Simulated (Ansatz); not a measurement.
Crystal: Bi.

```
Bi
1.0
    -1.98143    1.98143    1.98143
     1.98143   -1.98143    1.98143
     1.98143    1.98143   -1.98143
Bi
1
Direct
  0.00000 0.00000 0.00000
```

This isn't the form of Bi at room conditions, which is rhombohedral.

Base run:

- Program: Ansatz 0.2.0
- Functional: LDA
- Potentials or basis: Ansatz PAW
- Cutoff: 420 eV
- Density cutoff: 1680 eV
- k mesh: 7 × 7 × 7
- Occupations: fermi-dirac, width 0.05 eV
- Spin: spin-orbit coupling, no magnetisation

Its results: band gap on the k mesh none (metal or under the smearing width); pressure -1.6 GPa.

The run is repeated on the same cell with these changes: functional from LDA to r2SCAN; cutoff from 420 eV to 500 eV; density cutoff from 1680 eV to 2000 eV. What comes out?

Band gap on the k mesh none (metal or under the smearing width); pressure 1.8 GPa.

Caveats: the PAW data sets come from PBE, with cores solved anew for the run's functional, which leaves a small shift of forces and pressure.

Not every run made on this cell is shown here.
